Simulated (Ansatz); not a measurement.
## Relaxation of AlCo

Computed with DFT PBEsol, scalar-relativistic, plane waves, PAW in Ansatz 0.2.0. (420 eV cutoff, 18×18×18 k-mesh, Gaussian smearing of 0.10 eV, no spin polarisation)

What was changed: biaxial strain in the a-b plane, c and atoms relaxed: +3.0 %.

Command:

```bash
ansatz run input.yaml --threads 1 --pin off --max-ram 2560MiB --backend cpu --events-out ev --progress --plain --runs-dir out
```

Input:

```yaml
crystal:
  lattice:
    - [2.9072631039, 0.0, 0.0]
    - [0.0, 2.9072631039, 0.0]
    - [0.0, 0.0, 2.7717789981]
  atoms:
    - { symbol: Al, position: [0.0, 0.0, 0.0] }
    - { symbol: Co, position: [0.5, 0.5, 0.5] }
basis:
  ecutwfc: 420
kpoints:
  mp_grid: { grid: [18, 18, 18] }
hamiltonian:
  xc: pbesol
scf:
  occupations: { method: gaussian, width: 0.1 }
output:
  forces: true
  stress: true
  eigenvalues: true
relax:
  adjacent_minimum: "off"
  f_tol: 0.008
  max_steps: 40
  cell: { stress_tol: 0.015, fix: [a, b, gamma] }
```

F is the free energy. Steps run on the plane waves of an earlier cell, but the last one, and at times one on the way, on a freshly chosen basis, so a repeated geometry can differ a little in energy. The held parts of the cell keep their stress, so P needn't end at zero.

Steps:

| step | F − F(1) (eV) | largest force component (eV/Å) | V (Å³/atom) | P (GPa) |
| --- | --- | --- | --- | --- |
| 1 | 0.0000 | 0.000 | 11.714 | -6.96 |
| 2 | -0.0002 | 0.000 | 11.691 | -6.61 |
| 3 | -0.0002 | 0.000 | 11.682 | -6.47 |
| 4 | -0.0002 | 0.000 | 11.682 | -6.48 |

Relaxed structure:

```
CELL_PARAMETERS angstrom
2.90726 0.00000 0.00000
0.00000 2.90726 0.00000
0.00000 0.00000 2.76428
ATOMIC_POSITIONS crystal
Al 0.00000 0.00000 0.00000
Co 0.50000 0.50000 0.50000
```

Symmetry: P4/mmm, No. 123, tetragonal system. The conventional cell has a = 2.907 Å, b = 2.907 Å, c = 2.764 Å, α = 90.00°, β = 90.00°, γ = 90.00°. Al (site symmetry 4/mmm) is surrounded by 8 Co at 2.48 Å and 2 Al at 2.76 Å. Co (site symmetry 4/mmm) is surrounded by 8 Al at 2.48 Å and 2 Co at 2.76 Å.

The run converged. It took 30 s on 1 thread of AMD EPYC 7R43 64-Core Processor (Zen 3), with other jobs on the host, peak memory 0.54 GiB.